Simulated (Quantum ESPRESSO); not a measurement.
# MnO2: band structure with PBEsol

MnO2:

```
Mn O
1.0
     2.85496    0.00000    0.00000
    -1.42748    2.47246    0.00000
     0.00000    0.00000   10.22174
Mn O
2 4
Cartesian
  0.0000 0.0000 5.1109
  0.0000 0.0000 0.0000
  1.4275 0.8242 4.1588
  1.4275 0.8242 0.9521
  0.0000 1.6483 6.0630
  0.0000 1.6483 9.2697
```

Measurements of this composition are mostly on another form, of space group No. 136.

```yaml
Program: Quantum ESPRESSO 7.5
Task: band structure
Functional: PBEsol
Potentials_or_basis: GBRV 1.5 PBEsol
Cutoff: 612 eV
Density_cutoff: 4898 eV
k_mesh: 11 × 11 × 3
Occupations: fermi-dirac, width 0.05 eV
Spin: collinear spin, ferromagnetic start
Starting_moments: "[4.0, 4.0, 0.0, 0.0, 0.0, 0.0] μB"
Mixing_beta: 0.3
Most_SCF_iterations: 120
SCF_threshold: 1.2e-09 Ry
```

| Quantity | Value |
| --- | --- |
| Pressure | -1.7 GPa |
| Largest force | 0.148 eV/Å |
| Band gap on the k mesh | 0.81 eV, indirect (least direct gap 0.85 eV) |
| Band gap along the path | 0.80 eV, indirect (least direct gap 0.85 eV) |
| Net moment | 6.00 μB per cell |
| Absolute moment | 6.11 μB per cell |
| Site moments | Mn +2.52; O +0.04 μB |
| Valence electrons inside the program's atomic spheres | Mn 11.74; O 5.23 |

Forces in eV/Å, atoms in the order of the input:
```
Mn   0.000  0.000  0.000
Mn   0.000  0.000  0.000
O    0.000  0.000  0.148
O    0.000  0.000 -0.148
O    0.000  0.000 -0.148
O    0.000  0.000  0.148
```

Stress tensor (GPa, compression positive):
```
-2.27  0.00  0.00
 0.00 -2.27  0.00
 0.00  0.00 -0.68
```

Levels at the corners of the path, in eV from the valence-band top:
Spin up:
```tsv
point	band 28	band 29	band 30	band 31	band 32	band 33
Γ	-1.45	-0.28	-0.05	2.84	2.84	2.86
M	-1.73	-1.02	-0.95	2.03	2.21	2.67
K	-0.78	-0.66	-0.66	1.96	1.96	2.09
Γ	-1.45	-0.28	-0.05	2.84	2.84	2.86
A	-1.46	-0.14	-0.14	2.85	2.85	2.85
L	-1.74	-0.98	-0.98	2.12	2.12	2.69
H	-0.77	-0.67	-0.67	2.01	2.01	2.04
A	-1.46	-0.14	-0.14	2.85	2.85	2.85
L	-1.74	-0.98	-0.98	2.12	2.12	2.69
M	-1.73	-1.02	-0.95	2.03	2.21	2.67
K	-0.78	-0.66	-0.66	1.96	1.96	2.09
H	-0.77	-0.67	-0.67	2.01	2.01	2.04
```
Spin down:
```tsv
point	band 21	band 22	band 23	band 24	band 25	band 26	band 27	band 28
Γ	-1.41	-1.38	-1.38	-1.35	0.80	0.80	0.80	0.80
M	-2.83	-2.80	-2.16	-1.80	1.07	1.15	1.58	1.58
K	-2.86	-2.75	-2.66	-2.66	1.15	1.18	1.96	1.96
Γ	-1.41	-1.38	-1.38	-1.35	0.80	0.80	0.80	0.80
A	-1.39	-1.39	-1.39	-1.39	0.80	0.80	0.80	0.80
L	-2.81	-2.81	-1.97	-1.97	1.11	1.11	1.58	1.58
H	-2.81	-2.81	-2.67	-2.67	1.16	1.16	1.96	1.96
A	-1.39	-1.39	-1.39	-1.39	0.80	0.80	0.80	0.80
L	-2.81	-2.81	-1.97	-1.97	1.11	1.11	1.58	1.58
M	-2.83	-2.80	-2.16	-1.80	1.07	1.15	1.58	1.58
K	-2.86	-2.75	-2.66	-2.66	1.15	1.18	1.96	1.96
H	-2.81	-2.81	-2.67	-2.67	1.16	1.16	1.96	1.96
```

Run time: 2.5 min on 2 MPI ranks on Arm Neoverse V2, with other jobs on the host, peak memory 0.42 GiB a rank.

Caveat: only a ferromagnetic start was run, and an antiferromagnetic order may lie lower in energy.
